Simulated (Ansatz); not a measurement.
An Ansatz input:

```yaml
crystal:
  lattice:
    - [4.4548115516, 0.0, 0.0]
    - [-2.2274057758, 3.8579799727, 0.0]
    - [0.0, 0.0, 2.7528775459]
  atoms:
    - { symbol: Ti, position: [0.0, 1.0, 0.0], spin: 1.0 }
    - { symbol: Ti, position: [0.3333333333, 0.6666666667, 0.5], spin: 1.0 }
    - { symbol: Ti, position: [0.6666666667, 0.3333333333, 0.5], spin: 1.0 }
hamiltonian:
  xc: pbe
  pseudopotentials:
    kind: paw
    azcp:
      Ti: "pseudopotentials/Ti.paw.azcp"
basis:
  ecutwfc: 420
  fft_grid_basis: typed
kpoints:
  mp_grid: { grid: [11, 11, 15], shift: [0, 0, 0] }
magnetization:
  spin_polarized: true
scf:
  occupations: { method: fermi_dirac, width: 0.05 }
output:
  stress: true
```

and its output:

```
Engine: ansatz 0.2.0, aarch64-unknown-linux-gnu
Pseudopotentials: kind: paw
Pseudopotential: Ti, paw, valence charge 12, recommended cutoff 420 eV (normal) 
Functional definition: PBE
  parameter kappa = 0.804
  parameter beta = 0.06672455060314922
  exchange = pbe_x(kappa = kappa, mu = beta*pi^2/3)
  correlation = pbe_c(beta = beta)
Crystal: 3 atoms, lattice volume = 47.313 Å³
Basis set: ecut = 420 eV, 939 PW (Γ)
Bands: 24, of which v1, the nominal top of the filled ones, is band 18 counted from 1 (17 counted from 0)
Symmetry: 24 space group operations
Space group: P6/mmm (ITA 191), of the structure as read, at distance tolerance 3.6e-5 Å
Magnetic group: BNS 191.233 (UNI 1463), of the structure as read, at distance tolerance 3.6e-5 Å
k-points: 128 of 1815
Non-local potential: Ti, projectors of the file, l = 0: 3, l = 1: 2, l = 2: 3, l = 3: 1
PAW form: soft (Blöchl's): semilocal exchange-correlation on the pseudo side does not see the compensation charge
PAW one-centre angular grid: Ti, 590 points (default); XC on 64 Gauss nodes
Initial density: superposition of atomic densities (chi_scale 0.1, normalization cell)
Starting moments: Σ|m| = 3 μB on 3 of 3 sites
Initial wavefunctions: pseudopotential atomic-orbital guess
Functional: x = pbe(κ = 0.804, μ = 0.2195149727645171), c = pbe(β = 0.06672455060314922)
SCF iter   1: F=—  HF=-7499.891519 eV  |F-HF|=—  |Δ(HF+E_count)|=         —  Δρ=8.02e-2 (↑8.02e-2 ↓3.64e-2)  dr2=1.89e0  dr2_m=1.27e0  M=0.214 μB ∫|m|=0.221 μB  β_m=0.30  ethr=3.10e-3  ⟨swp⟩=4.2  Hψ=20567  notcnv=0
Mixer restart at iter 1: flushing history
SCF iter   2: F=—  HF=-7498.995322 eV  |F-HF|=—  |Δ(HF+E_count)|=   8.96e-1  Δρ=5.40e-2 (↑5.40e-2 ↓2.85e-2)  dr2=7.69e-1  dr2_m=6.47e-1  M=0.180 μB ∫|m|=0.187 μB  β_m=0.61  ethr=3.10e-3  ⟨swp⟩=2.1  Hψ=10027  notcnv=0  defer=52
SCF iter   3: F=—  HF=-7498.854697 eV  |F-HF|=—  |Δ(HF+E_count)|=   1.41e-1  Δρ=7.97e-3 (↑7.97e-3 ↓7.10e-3)  dr2=9.23e-2  dr2_m=1.08e-2  M=0.040 μB ∫|m|=0.046 μB  β_m=0.60  ethr=2.14e-3  ⟨swp⟩=3.0  Hψ=12126  notcnv=0  defer=51
SCF iter   4: F=—  HF=-7498.866348 eV  |F-HF|=—  |Δ(HF+E_count)|=   1.17e-2  Δρ=8.00e-3 (↑7.97e-3 ↓8.00e-3)  dr2=2.12e-1  dr2_m=1.67e-3  M=0.019 μB ∫|m|=0.024 μB  β_m=0.44  ethr=2.56e-4  ⟨swp⟩=3.2  Hψ=13214  notcnv=0  defer=5
SCF iter   5: F=—  HF=-7498.892387 eV  |F-HF|=—  |Δ(HF+E_count)|=   2.60e-2  Δρ=2.29e-3 (↑2.12e-3 ↓2.29e-3)  dr2=1.46e-2  dr2_m=2.44e-4  M=0.009 μB ∫|m|=0.014 μB  β_m=0.63  ethr=2.56e-4  ⟨swp⟩=2.7  Hψ=10007  notcnv=0  defer=2
SCF iter   6: F=—  HF=-7498.896400 eV  |F-HF|=—  |Δ(HF+E_count)|=   4.01e-3  Δρ=4.86e-4 (↑3.58e-4 ↓4.86e-4)  dr2=5.35e-4  dr2_m=1.52e-5  M=0.002 μB ∫|m|=0.009 μB  β_m=0.70  ethr=4.06e-5  ⟨swp⟩=2.1  Hψ=9104  notcnv=0  defer=2
SCF iter   7: F=—  HF=-7498.896582 eV  |F-HF|=—  |Δ(HF+E_count)|=   1.82e-4  Δρ=6.95e-5 (↑6.95e-5 ↓5.74e-5)  dr2=1.51e-6  dr2_m=1.28e-6  M=0.000 μB ∫|m|=0.005 μB  β_m=0.73  ethr=1.49e-6  ⟨swp⟩=2.0  Hψ=7732  notcnv=0  defer=2
SCF iter   8: F=—  HF=-7498.896583 eV  |F-HF|=—  |Δ(HF+E_count)|=   2.54e-7  Δρ=3.61e-5 (↑3.61e-5 ↓3.36e-5)  dr2=2.61e-8  dr2_m=5.19e-7  M=0.000 μB ∫|m|=0.004 μB  β_m=0.86  ethr=4.21e-9  ⟨swp⟩=2.0  Hψ=10893  notcnv=0  defer=2
SCF iter   9: F=—  HF=-7498.896583 eV  |F-HF|=—  |Δ(HF+E_count)|=   5.22e-7  Δρ=2.21e-5 (↑9.91e-6 ↓2.21e-5)  dr2=2.48e-7  dr2_m=7.51e-8  M=-0.000 μB ∫|m|=0.001 μB  β_m=0.93  ethr=7.24e-11  ⟨swp⟩=3.0  Hψ=12456  notcnv=0  defer=2
SCF iter  10: F=—  HF=-7498.896583 eV  |F-HF|=—  |Δ(HF+E_count)|=   9.62e-8  Δρ=8.77e-6 (↑8.77e-6 ↓4.75e-6)  dr2=3.96e-8  dr2_m=1.03e-8  M=-0.000 μB ∫|m|=0.000 μB  β_m=0.91  ethr=7.24e-11  ⟨swp⟩=2.2  Hψ=11097  notcnv=0  defer=2
SCF iter  11: F=—  HF=-7498.896583 eV  |F-HF|=—  |Δ(HF+E_count)|=   1.12e-9  Δρ=2.12e-6 (↑1.83e-6 ↓2.12e-6)  dr2=1.58e-9  dr2_m=1.19e-9  M=-0.000 μB ∫|m|=0.000 μB  β_m=0.88  ethr=7.24e-11  ⟨swp⟩=2.0  Hψ=10778  notcnv=0  defer=2
SCF iter  12: F=—  HF=-7498.896583 eV  |F-HF|=—  |Δ(HF+E_count)|=  8.48e-10  Δρ=6.69e-7 (↑6.69e-7 ↓4.17e-7)  dr2=1.10e-10  dr2_m=1.11e-10  M=-0.000 μB ∫|m|=0.000 μB  β_m=0.93  ethr=4.40e-12  ⟨swp⟩=2.0  Hψ=10932  notcnv=0  defer=2
SCF iter  13: F=-7498.896583 eV  HF=-7498.896583 eV  |F-HF|=1.36e-10  |Δ(HF+E_count)|=  2.27e-10  Δρ=2.42e-7 (↑2.24e-7 ↓2.42e-7)  dr2=1.50e-10  dr2_m=3.97e-12  M=-0.000 μB ∫|m|=0.000 μB  ethr=1.00e-12  ⟨swp⟩=1.0  Hψ=16993  notcnv=0
SCF 1 converged in 13 iterations: F = -7498.896583 eV  dr2 = 1.50e-10
WARN: the starting moments were not kept: the SCF closed with an absolute magnetisation of 5.2e-6 μB, where they sum to 3 μB in size (3 sites). That is at most 0.1 of that sum. Measured as dr2_m measures the in/out step, that magnetisation stands 7.8e-12 eV from none, at or under the dr2_threshold of 1.0e-7 eV: it is no larger than a step whose dr2_m would equal this threshold. The system may hold no moment; this SCF shows only that its start led to no more than that. To try another start: raise the starting moments (crystal.atoms[].spin, magnetization.per_species, magnetization.initial_magnetization, or on a non-collinear deck that types none of these the spinor_matrix: blocks that start its atoms; where the total moment is fixed, keep their sum and leave initial_magnetization as it is; typed ones take the place of any that the run laid by itself, positive ones on a crystal's lanthanoids without a Hubbard term where scf.initial_density.shell_occupations: [] is typed) or, if the notice of its spin-set hold's release reads "site moments contracting" or "site moments show no strong build", lengthen the hold (scf.mixing.spin_hold: { on: { confirm: 4 } }; for m-r²SCAN on two components see the key's manual first). Each may lead to a state that holds a moment. A second SCF, from the converged charge density, with the starting moments and any scf.initial_density.shell_occupations laid on it anew, would have followed, and was not run: the deck does not ask for one (magnetization.retry_lost_moments is false, the default). To let it run, set magnetization.retry_lost_moments: true and run the deck again, where that key's refused combinations let it; where memory then withholds it, that run's warning says so.
SCF converged after 13 iterations
Magnetization: -0.0000 μB (18.0000 up, 18.0000 down)
Absolute magnetization: 0.0000 μB (∫|ρ↑−ρ↓|, with the PAW one-centre terms)
Spin contamination: 0.0000 ħ² per cell (⟨S²⟩ above its minimum at these occupations)
Per-site moments (μB) at R_I (Å): [(-2.3999126421428805e-6, 1.1355619876837502), (5.798057670332526e-7, 1.060944492500471), (5.798057670332524e-7, 1.060944492500471)]
Free energy (F): -7498.896583 eV
Harris-Foulkes:  -7498.896583 eV  (|F-HF|=1.36e-10)
Internal energy: -7498.873519 eV  (E = F + TS)
E sigma→0 (E₀):  -7498.885051 eV
Entropy (-TS):   -0.023065 eV (-7.688 meV/atom)
Fermi energy:    14.842577 eV
--- Per-component energies (eV) ---
  E_band       = -413.891019
  E_kinetic    = 825.056531
  E_local      = -2288.320858  (includes V_loc(G=0)·N_el)
  E_nonlocal   = 25.129294
  E_hartree    = 954.222528
  E_xc         = -294.908988
  E_vxc        = -369.227996  (∫ρ·V_xc dr)
  E_paw        = -3144.183039  (= ΣΔE_a)
  E_vpaw       = -514.973259  (= ΣTr[D̂ρ^β])
  E_aug_tail   = 0.000321  (compensation charges beyond the density's cutoff)
  E_ewald      = -3575.869308
  E_smearing   = -0.023065  (= −TS)
  E_closure    = 0.000000  (closes the sum)
  Σ components = -7498.896583   (vs F -7498.896583, Δ=0.00e0)
--- Stress (GPa, compression-positive) ---
       10.617224       0.000000       0.000000
        0.000000      10.617224       0.000000
        0.000000       0.000000      11.448089
  P = ⅓ Tr σ = 10.8942 GPa (108.942 kbar)
```
